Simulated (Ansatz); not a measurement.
A series in volume per atom on BaS

Results calculated with Ansatz 0.2.0, not measured. Periodic Kohn-Sham DFT of a crystal at fixed atoms; Kohn-Sham levels at symmetry points; band -1 is the highest filled and +1 the lowest empty one at that point, spin up along a +z start moment.

Cell of the first row (space group Fm-3m, No. 225):
```
cell vectors (Å)
   0.0000     3.1286     3.1286
   3.1286     0.0000     3.1286
   3.1286     3.1286     0.0000
atoms (fractions of the cell vectors)
Ba  0.00000  0.00000  0.00000
S   0.50000  0.50000  0.50000
```

Settings of every row: method all-electron LAPW; functional PBEsol; relativity scalar; k mesh 8x8x8; filling fermi-dirac; smearing width 0.02 eV; basis error target 0.25 meV/atom; nucleus gaussian.

Atom start moment: 0 on all atoms.

Limits: no spin-orbit coupling on heavy atoms; semilocal functionals tend to give too small a gap.

```
row  volume per atom (Å³)  smallest direct gap on path (eV)  band gap (eV)
  1                30.622                             2.037          1.973
  2                31.273                             2.093          2.012
  3                31.925                             2.144          2.049
  4                32.251                             2.167          2.065
  5                32.576                              2.19          2.082
  6                32.902                             2.211          2.097
  7                33.228                             2.232          2.112
  8                33.879                                 ?              ?
  9                34.531                             2.305          2.165
```

Question: what smallest direct gap on path should row 8 give?

Worked fit of smallest direct gap on path. Take t = volume per atom − 32, in Å³. The shown rows have t = -1.378, -0.727, -0.075, 0.251, 0.576, 0.902, 1.228, 2.531. Least squares give smallest direct gap on path = 2.1489 + 0.07402 × t − 0.00492 × t² eV; a straight line predicts inner rows, each left out in turn, worse (root mean square 0.0057 against 0.00061 eV). The rows lie off it by -0.001, 0.001, 0.001, 0.000, 0.000, -0.001, 0.000, 0.000. The withheld row has t = 1.879, so the fit gives 2.1489 + 0.07402 × (1.879) − 0.00492 × (1.879)² = 2.271 eV.

The calculation gave 2.27 eV. The fit lies 0.001 eV (0.37 % of the column's range) above it, one unit of the last digit.

The other values of row 8: band gap 2.14 eV.
